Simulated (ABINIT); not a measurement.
Runs of ABINIT 10.8.3 (patched build) on ZrB2. It takes space group P6/mmm (No. 191, hexagonal). Conventional cell: a = 3.170 Å, b = 3.170 Å, c = 3.533 Å, α = 90.00°, β = 90.00°, γ = 120.00°. Zr (site symmetry 6/mmm) has 12 B at 2.54 Å as nearest neighbours. Around B (site symmetry -6m2) lie 3 B at 1.83 Å. 

```csv
task,level,potentials or basis,cell,k mesh,cutoff (eV),cell freedom (optcell),optimiser (ionmov),cutoff smearing ecutsm (Ha),force stop (Ha/bohr),bands in the sums,gap on the mesh (eV),pressure (GPa),relaxed volume (Å³/atom)
relaxation of cell and atoms,LDA,PseudoDojo NC SR LDA v0.4.1 standard,relaxed,8 × 8 × 6,1034,2,2,0.5,2e-05,-,none,0.0,9.89
relaxation of cell and atoms,PBEsol,PseudoDojo NC SR PBEsol v0.4.1 standard,relaxed,8 × 8 × 6,1034,2,2,0.5,2e-05,-,none,0.0,10.09
single point,LDA,PseudoDojo NC SR LDA v0.4.1 standard,cell relaxed,8 × 8 × 6,1034,-,-,-,-,-,none,(a),-
optical spectrum,LDA,PseudoDojo NC SR LDA v0.4.1 standard,cell relaxed at zero pressure by an earlier run,"12 × 12 × 8, shifted",1034,-,-,0.5,-,15,-,0.0,-
single point,LDA,PseudoDojo NC SR LDA v0.4.1 standard,as given,8 × 8 × 6,762,-,-,-,-,-,none,-,-
```

Alike in all rows: no spin polarisation; smearing fermi-dirac 0.05 eV.

Problem. Estimate the missing entries.

Solution. (a) -0.1.

Caveats: the intraband (Drude) term is left out (some runs); spectra need much finer meshes, so this one isn't converged (some runs); independent-particle spectra lack excitons (some runs).

A k mesh can miss the band edges, and the runs leave out spin-orbit coupling on Zr.

A gap of «none» marks a metal or a gap under the smearing width.

Runs at the PBE level aren't shown here.
